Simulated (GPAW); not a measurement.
# TePb (Fm-3m) in GPAW: settings compared, part 2 of 2

GPAW 26.7.0. Earlier steps stand in the parts before.

## (4) Hybrid scf, r2SCANh (volume scaled by 0.92)

The input, run.py:

```python
import numpy as np
from ase import Atoms
from ase.dft.bandgap import bandgap
from ase.io import write
from gpaw import GPAW, PW
from gpaw.xc import parametrizedxc

class ScaledMGGA(parametrizedxc.ParametrizedKernel):
    """Weighted sum of Libxc meta-GGA parts, named like '0.75_MGGA_X_..+1.0_MGGA_C_..'."""
    def __init__(self, name):
        super().__init__(name)
        self.type = 'MGGA'

    def calculate(self, e_g, n_sg, dedn_sg, sigma_xg, dedsigma_xg, tau_sg, dedtau_sg):
        e_g[:] = dedsigma_xg[:] = dedtau_sg[:] = 0.0
        for kernel, c in zip(self.kernels, self.coefs):
            e, v, s, t = [np.zeros_like(x) for x in [e_g, dedn_sg, dedsigma_xg, dedtau_sg]]
            kernel.calculate(e, n_sg, v, sigma_xg, s, tau_sg, t)
            e_g += c * e
            dedn_sg += c * v
            dedsigma_xg += c * s
            dedtau_sg += c * t

parametrizedxc.ParametrizedKernel = ScaledMGGA

atoms = Atoms(['Pb', 'Te'],
              cell=[[0.0, 3.1424344975, 3.1424344975],
                    [3.1424344975, 0.0, 3.1424344975],
                    [3.1424344975, 3.1424344975, 0.0]],
              scaled_positions=[[0.0, 0.0, 0.0],
                                [0.5, 0.5, 0.5]],
              pbc=True)

calc = GPAW(mode=PW(300),
            xc={'name': '0.900_MGGA_X_R2SCAN+1.0_MGGA_C_R2SCAN', 'fraction': 0.1, 'omega': 0.0, 'backend': 'pw'},
            kpts={'size': (2, 2, 2), 'gamma': True},
            occupations={'name': 'fermi-dirac', 'width': 0.05},
            nbands=19,
            convergence={'density': 0.0001},
            maxiter=75,
            txt='gpaw.txt')
atoms.calc = calc
energy = atoms.get_potential_energy()
calc.write('gs.gpw')
write('result.traj', atoms)
print(f'Energy: {energy:.6f} eV')
print('Fermi level:', round(calc.get_fermi_level(), 4), 'eV')
print(f'Gap: {bandgap(calc)[0]:.4f} eV, direct: {bandgap(calc, direct=True)[0]:.4f} eV')
```

Potentials or basis: GPAW PAW data sets (gpaw-data 1.2.1), pw.

Launch:

```sh
OMP_NUM_THREADS=1 python run.py
```

gpaw.txt:

```text
__  _  _
 | _ |_)|_||  |
 |__||  | ||/\| - 26.7.0

Input parameters:
  mode=PW(ecut=300.0),
  convergence={'density': 0.0001},
  kpts=MonkhorstPack(size=(2, 2, 2), gamma=True),
  maxiter=75,
  nbands=19,
  occupations=Occupations(name='fermi-dirac', width=0.05),
  xc=XC(name='0.900_MGGA_X_R2SCAN+1.0_MGGA_C_R2SCAN', fraction=0.1, omega=0.0, backend='pw')

Diagonalizing LCAO Hamiltonian
Converting LCAO to pw mode

                 Te

       Pb

Atoms  # Å, Bohr magnetons
|   | symbol |        x |        y |        z |    initial magnetic moments |
|---|--------|----------|----------|----------|-----------------------------|
| 0 |     Pb | 0.000000 | 0.000000 | 0.000000 | ( 0.0000,  0.0000,  0.0000) |
| 1 |     Te | 3.142434 | 3.142434 | 3.142434 | ( 0.0000,  0.0000,  0.0000) |

Unit cell  # Å
| periodic |        x |        y |        z |  lengths |    angles |
|----------|----------|----------|----------|----------|-----------|
[... 187 lines left out ...]
|iter:   9| |  -36.410797c| -5.18 | -2.65 |
|iter:  10| |  -36.410692c| -5.84 | -2.74 |
|iter:  11| |  -36.410451c| -4.89 | -2.81 |
|iter:  12| |  -36.410445c| -5.60 | -3.18 |
|iter:  13| |  -36.410446c| -7.29 | -4.39c|
|iter:  14| |  -36.410446c| -8.55c| -4.88c|

Converged in 14 steps
Energy contributions relative to reference atoms: (reference = -752065.146798)

Energy contributions:
  Kinetic:          61.435437
  Coulomb:         -55.105786
  Zero:             -0.002636
  External:          0.000000
  Xc:             1466.862562
  Entropy:          -0.000008
  Spinorbit:         0.000000
  Hybrid_Xc_Cc:     -1470.833293
  Hybrid_Xc_Vc:       -19.486996
  Hybrid_Xc_Vv:       -19.279731
  ----------------------------
  Free energy:     -36.410450
  Extrapolated:    -36.410446

dipole moment: (-26.505605, -26.505605, -26.505605)  # |e|*Ang

Fermi level: 7.258
Eigenvalues  # (at kpt = [0.000, 0.000, 0.000])
| band index |      eig [eV] | occ [0-2] |
|------------|---------------|-----------|
|          0 |       -11.958 |     2.000 |
|        ... |               |           |
|          2 |       -11.943 |     2.000 |
|          3 |       -11.943 |     2.000 |
|          4 |       -11.943 |     2.000 |
|          5 |        -7.004 |     2.000 |
|          6 |         1.096 |     2.000 |
|          7 |         4.791 |     2.000 |
[... 9 lines left out ...]
|         17 |        15.521 |     0.000 |
|         18 |        15.619 |     0.000 |

Gap: 1.201 eV
Transition (v -> c):
  (s=0, k=2, n=9, [0.50, 0.50, 0.50]) -> (s=0, k=2, n=10, [0.50, 0.50, 0.50])
No difference between direct/indirect transitions
# Writing to gs.gpw (mode='')
```

Run time: 3 min. Hardware: 1 thread of Arm Neoverse N1, shared host; peak memory 0.29 GiB.

The run converged, but some of its settings lie outside the range that counts as converged, so its numbers aren't taken as properties of the crystal.

Results:

- Free energy: -36.4105 eV
- Band gap on the k mesh: 1.20 eV, direct

Caveat: the k mesh is coarse (spacing up to 0.87 Å⁻¹), so the values aren't converged, least of all with exact exchange; exact exchange converges slowly with the k mesh, and this mesh is small; the scaled meta-GGA exchange is a class typed in the script; spin-orbit coupling is left out, which as a rule narrows the gap of such compounds by several tenths of an eV.

## (5) Hybrid scf, r2SCAN-EpsX (volume scaled by 0.92)

run.py, as its differences from that of step 4:

```diff
@@ -36,9 +36,9 @@
 
-calc = GPAW(mode=PW(300),
-            xc={'name': '0.900_MGGA_X_R2SCAN+1.0_MGGA_C_R2SCAN', 'fraction': 0.1, 'omega': 0.0, 'backend': 'pw'},
-            kpts={'size': (2, 2, 2), 'gamma': True},
-            occupations={'name': 'fermi-dirac', 'width': 0.05},
+calc = GPAW(mode=PW(400),
+            xc={'name': '0.970_MGGA_X_R2SCAN+1.0_MGGA_C_R2SCAN', 'fraction': 0.03, 'omega': 0.0, 'backend': 'pw'},
+            kpts={'size': (4, 4, 4), 'gamma': True},
+            occupations={'name': 'fermi-dirac', 'width': 0.001},
             nbands=19,
             convergence={'density': 0.0001},
-            maxiter=75,
+            maxiter=40,
             txt='gpaw.txt')
```

Potentials or basis: GPAW PAW data sets (gpaw-data 1.2.1), pw.

Launch:

```sh
OMP_NUM_THREADS=1 python run.py
```

gpaw.txt:

```text
__  _  _
 | _ |_)|_||  |
 |__||  | ||/\| - 26.7.0

Input parameters:
  mode=PW(ecut=400.0),
  convergence={'density': 0.0001},
  kpts=MonkhorstPack(size=(4, 4, 4), gamma=True),
  maxiter=40,
  nbands=19,
  occupations=Occupations(name='fermi-dirac', width=0.001),
  xc=XC(name='0.970_MGGA_X_R2SCAN+1.0_MGGA_C_R2SCAN', fraction=0.03, omega=0.0, backend='pw')

Diagonalizing LCAO Hamiltonian
Converting LCAO to pw mode

                 Te

       Pb

Atoms  # Å, Bohr magnetons
|   | symbol |        x |        y |        z |    initial magnetic moments |
|---|--------|----------|----------|----------|-----------------------------|
| 0 |     Pb | 0.000000 | 0.000000 | 0.000000 | ( 0.0000,  0.0000,  0.0000) |
| 1 |     Te | 3.142434 | 3.142434 | 3.142434 | ( 0.0000,  0.0000,  0.0000) |

Unit cell  # Å
| periodic |        x |        y |        z |  lengths |    angles |
|----------|----------|----------|----------|----------|-----------|
|      yes | 0.000000 | 3.142434 | 3.142434 | 4.444073 | 60.000000 |
|      yes | 3.142434 | 0.000000 | 3.142434 | 4.444073 | 60.000000 |
|      yes | 3.142434 | 3.142434 | 0.000000 | 4.444073 | 60.000000 |

Number of symmetries: 48
Symmetry operations  # r_c * U_cc + t_c -> r_c
|    | kind |            matrix            |
|----|------|------------------------------|
|  0 |  σ   |  1, 0, 0,  1, 0,-1,  1,-1, 0 |
|  1 |  C2  |  1, 0, 0,  1,-1, 0,  1, 0,-1 |
|  2 |  E   |  1, 0, 0,  0, 1, 0,  0, 0, 1 |
[... 151 lines left out ...]

occupation numbers:
  Fermi-Dirac:
    width: 0.0010  # eV

poisson solver:
  ecut: 3200.0  # eV

xc functional:
  name: 0.970_MGGA_X_R2SCAN+1.0_MGGA_C_R2SCAN with 2 nearest neighbor stencil

convergence criteria:
- Maximum integral of absolute [dens]ity change: 0.0001 electrons / valence electron
- Maximum [total energy] change in last 3 cyles: 0.0005 eV / valence electron
- Maximum integral of absolute [eigenst]ate change: 4e-08 eV^2 / valence electron
maximum number of iterations: 40

IBZ(<points: 8, symmetries: 48>)
Occupied bands: 10
SCF iterations
|iter     | |      energy | eigst |  dens |
|---------|-|-------------|-------|-------|
|iter:   1| | -460.486860 | -0.28 |       |
|iter:   2| |  -39.459528 | -1.52 | -1.31 |
|iter:   3| |  -39.431484 | -2.38 | -1.38 |
|iter:   4| |  -39.440030 | -2.48 | -1.56 |
|iter:   5| |  -39.436742c| -3.41 | -1.88 |
|iter:   6| |  -39.436579c| -3.52 | -2.20 |
|iter:   7| |  -39.436789c| -5.03 | -2.88 |
|iter:   8| |  -39.436850c| -5.10 | -3.02 |
|iter:   9| |  -39.436842c| -5.97 | -3.29 |
|iter:  10| |  -39.436837c| -6.09 | -3.50 |
|iter:  11| |  -39.436838c| -7.23 | -4.22c|
|iter:  12| |  -39.436838c| -8.29c| -4.76c|

Converged in 12 steps
Energy contributions relative to reference atoms: (reference = -752065.146798)

Energy contributions:
  Kinetic:          33.210182
  Coulomb:         -31.242517
  Zero:             -0.050183
  External:          0.000000
  Xc:              411.457409
  Entropy:          -0.000000
  Spinorbit:         0.000000
  Hybrid_Xc_Cc:      -441.249988
  Hybrid_Xc_Vc:        -5.811783
  Hybrid_Xc_Vv:        -5.749958
  ----------------------------
  Free energy:     -39.436838
  Extrapolated:    -39.436838

dipole moment: (-26.506982, -26.506982, -26.506982)  # |e|*Ang

Fermi level: 7.033
Eigenvalues  # (at kpt = [0.000, 0.000, 0.000])
| band index |      eig [eV] | occ [0-2] |
|------------|---------------|-----------|
|          0 |       -11.122 |     2.000 |
|        ... |               |           |
|          2 |       -11.094 |     2.000 |
|          3 |       -11.093 |     2.000 |
|          4 |       -11.093 |     2.000 |
|          5 |        -6.783 |     2.000 |
|          6 |         1.274 |     2.000 |
|          7 |         4.743 |     2.000 |
[... 9 lines left out ...]
|         17 |        15.276 |     0.000 |
|         18 |        15.276 |     0.000 |

Gap: 0.855 eV
Transition (v -> c):
  (s=0, k=7, n=9, [0.50, 0.50, 0.50]) -> (s=0, k=7, n=10, [0.50, 0.50, 0.50])
No difference between direct/indirect transitions
# Writing to gs.gpw (mode='')
```

stdout:

```text
Energy: -39.436838 eV
Fermi level: 7.0328 eV
Gap: 0.8551 eV, direct: 0.8551 eV
```

Run time: 84 min. Hardware: 1 thread of Arm Neoverse N1, shared host; peak memory 0.48 GiB.

Results:

```
Free energy            : -39.4368 eV
Band gap on the k mesh : 0.86 eV, direct
```

Levels at points of the mesh, in eV from the valence-band top:
```tsv
k point	band 6	band 7	band 8	band 9	band 10	band 11	band 12	band 13	band 14	band 15
(0.00, 0.00, 0.00)	-13.52	-5.46	-1.99	-1.99	-1.99	4.47	4.47	4.47	6.04	6.04
(0.50, 0.50, 0.00)	-11.37	-7.76	-5.59	-3.66	-3.66	3.23	6.20	6.20	7.76	10.96
(0.50, 0.50, 0.50)	-11.77	-9.56	-1.43	-1.43	0.00	0.86	1.16	1.16	9.13	9.84
```

Caveat: the k mesh is coarse (spacing up to 0.43 Å⁻¹), so the values aren't converged, least of all with exact exchange; exact exchange converges slowly with the k mesh, and this mesh is small; the scaled meta-GGA exchange is a class typed in the script; spin-orbit coupling is left out, which as a rule narrows the gap of such compounds by several tenths of an eV.

## (6) Overview

```csv
task,level,k mesh,response ecut,maxiter,response k mesh,response bands,kernels,mesh quality,gap on the mesh (eV)
dielectric tensor,PBE,6 × 6 × 6,80 eV,150,19 × 19 × 19,26,"["RPA", "LR0.2", "LR0.3"]",not flagged,0.49
one-shot levels on a semilocal density,r2SCAN,5 × 5 × 5,-,150,-,-,-,not flagged,-
hybrid scf,r2SCAN-EpsX,4 × 4 × 4,-,40,-,-,-,coarse,0.86
```

Alike in all rows: potentials or basis GPAW PAW data sets (gpaw-data 1.2.1), pw; no spin polarisation; cell volume scaled by 0.92; cutoff (eV) 400; smearing fermi-dirac 0.001 eV.

Caveats: some runs use coarse meshes; spin-orbit coupling is left out, which as a rule narrows the gap of such compounds by several tenths of an eV (some runs); the gap is small at this level, which inflates the dielectric constant (some runs); the long-wavelength limit can be off by a per cent or two (some runs); an odd mesh through Γ misses points on the zone boundary, where band edges often lie (some runs); energy and the plain gap are those of the semilocal run (some runs); the hybrids' values are one shot on its orbitals and mesh (some runs).

Total energies depend on the potentials used, so only differences within one code and one set of settings carry meaning.
